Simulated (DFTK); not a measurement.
Set up this calculation in DFTK 0.8.2, as the native input.

* Task: single point
* Functional: PBEsol
* Potentials or basis: dojo.nc.sr.pbesol.v0_4_1.standard.upf (PBEsol)
* Cutoff: 1116 eV
* k mesh: 5 × 5 × 5
* Occupations: fermi-dirac, width 0.05 eV
* Spin: no spin polarisation
* Hubbard terms: Zr d U = 6 eV
* Start of the occupations: half filled (the program's default)
* Valence electrons: C 4, Zr 12
* SCF tolerance on the density: 1e-06
* Symmetries used: no

ZrC:

```
Zr C
1.0
     0.00000    2.36500    2.36500
     2.36500    0.00000    2.36500
     2.36500    2.36500    0.00000
Zr C
1 1
Direct
  0.50000 0.50000 0.50000
  0.00000 0.00000 0.00000
```

The input as run:

run.jl

```julia
using DFTK
using PseudoPotentialData
using Unitful, UnitfulAtomic
using LinearAlgebra, Printf
include("save.jl")
disable_threading()

# lattice vectors are the columns
lattice = austrip(1u"Å") * [           0.0          2.365          2.365;
                    2.365            0.0          2.365;
                    2.365          2.365            0.0]
symbols   = [:Zr, :C]
positions = [[0.5, 0.5, 0.5],
             [0.0, 0.0, 0.0]]
pseudopotentials = PseudoFamily("dojo.nc.sr.pbesol.v0_4_1.standard.upf")
elements = Dict(s => ElementPsp(s, pseudopotentials) for s in unique(symbols))
atoms    = [elements[s] for s in symbols]

build_model(lattice, positions; symmetries=false) =
    model_DFT(lattice, atoms, positions;
              functionals=PBEsol(),
              temperature=austrip(0.05u"eV"),
              smearing=Smearing.FermiDirac(),
              extra_terms=[Hubbard(OrbitalManifold(:Zr, "4D") => 6.0u"eV")],
              symmetries)
Ecut  = 41.0  # hartree
kgrid = [5, 5, 5]
tol   = 1e-6
to_GPa = ustrip(uconvert(u"GPa", 1u"hartree/bohr^3"))

model = build_model(lattice, positions)
basis = PlaneWaveBasis(model; Ecut, kgrid)
display(basis)
scfres = self_consistent_field(basis;
                               tol,
                               nbandsalg=AdaptiveBands(model; n_bands_converge=13),
                               miniter=2)
display(scfres.energies)
@printf "Fermi level: %.6f eV\n" ustrip(auconvert(u"eV", something(scfres.εF, NaN)))
forces = compute_forces_cart(scfres)
println("Forces (eV/Å)")
for (s, f) in zip(symbols, forces)
    @printf "%-3s %12.6f %12.6f %12.6f\n" s ustrip.(auconvert.(u"eV/Å", f))...
end
stress = compute_stresses_cart(scfres)
println("Stress (GPa)")
display(round.(stress * to_GPa; digits=4))
println("Levels at the first k-point (eV): ", round.(ustrip.(auconvert.(u"eV", scfres.eigenvalues[1][1:scfres.n_bands_converge])); digits=4))
save_scf!(scfres; forces, stress)
```

Potentials or basis: dojo.nc.sr.pbesol.v0_4_1.standard.upf (PBEsol).

Launch:

```console
$ julia --threads=1 run.jl  # save.jl only writes the numbers to a file and isn't shown; printed stress counts tension as positive; times include loading and compiling
```

Results of the run:

| Item | Value |
| --- | --- |
| Pressure | 1.5 GPa |
| Band gap on the k mesh | none (metal or under the smearing width) |

Caveat: the k mesh is coarse (spacing up to 0.46 Å⁻¹), so the values aren't converged; the Hubbard orbitals reach further out than in other programs, which can move energies by up to some tens of meV an atom; U without spin polarisation on a metal has little footing; the U is typed as a test and isn't derived for this compound.

Run time: 7.2 min on 1 thread of Intel(R) Xeon(R) Platinum 8488C (Sapphire Rapids) (shared host), peak memory 2.4 GiB.
